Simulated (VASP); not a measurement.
The system is Mg.

```
Mg
1.0
     3.20930    0.00000    0.00000
    -1.60465    2.77934    0.00000
     0.00000    0.00000    5.21030
Mg
2
Direct
  0.66667 0.33333 0.75000
  0.33333 0.66667 0.25000
```

```yaml
Program: VASP 6.6.1
Task: relaxation of cell and atoms
Functional: HF
Potentials_or_basis: VASP PAW PBE potentials, release 64 (Mg)
Cutoff: 600 eV
k_mesh: 5 × 5 × 3
Occupations: fermi-dirac, width 0.05 eV
Spin: no spin polarisation
```

At the start: pressure 0.9 GPa; volume 23.24 Å³/atom.

Task: Where does the relaxation end?

Result: Over 3 steps the energy falls by 3.1 meV/atom and the volume is 23.84 Å³/atom (+2.6 %); space group P6_3/mmc (No. 194, to 0.05 Å).

Step by step:
```csv
step,energy change (eV),largest force (eV/Å),pressure (GPa),volume (Å³)
1,0.0000,0.0000,0.95,46.47
2,-0.0059,0.0000,0.19,47.40
3,-0.0062,0.0000,-0.02,47.68
```

Final structure:
```xyz
2
Lattice="3.2192 0.0000 0.0000 -1.6096 2.7879 0.0000 0.0000 0.0000 5.3124" Properties=species:S:1:pos:R:3 pbc="T T T"
Mg    1.6096    0.9293    3.9843
Mg    0.0000    1.8586    1.3281
```

Caveat: the k mesh is coarse (spacing up to 0.45 Å⁻¹), so the values aren't converged, least of all with exact exchange; the PAW data sets were made with another functional, which shifts forces and pressure a little.
